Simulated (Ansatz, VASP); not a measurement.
## Two plane-wave programs on TiAl

```xyz
2
Lattice="2.7692 0.0000 0.0000 0.0000 2.7692 0.0000 0.0000 0.0000 3.9972" Properties=species:S:1:pos:R:3 pbc="T T T"
Ti    1.3846    1.3846    1.9986
Al    0.0000    0.0000    0.0000
```

Alike in both runs: functional LDA; k mesh 12 × 12 × 8; occupations fermi-dirac, width 0.15 eV; no spin polarisation.

Ansatz relaxed the structure, and its values are those at the end. VASP's run is a single point on that final structure, the one shown.

```csv
,VASP,Ansatz
version,VASP 6.6.1,Ansatz 0.2.0
potentials or method,"VASP PAW LDA potentials, release 64 (Ti_sv, Al)","scalar-relativistic, plane waves, PAW"
plane-wave cutoff (eV),520,420
valence electrons in the cell,15,15
```

|  | VASP | Ansatz | Ansatz less VASP |
| --- | --- | --- | --- |
| gap on the k mesh at the Fermi level (eV) | none | none | - |
| pressure (GPa) | 0.2 | 0.0 | -0.18 |

A gap of «none» marks a metal or a gap that the smearing closes. Ansatz warned: «pseudo_functional_mismatch».
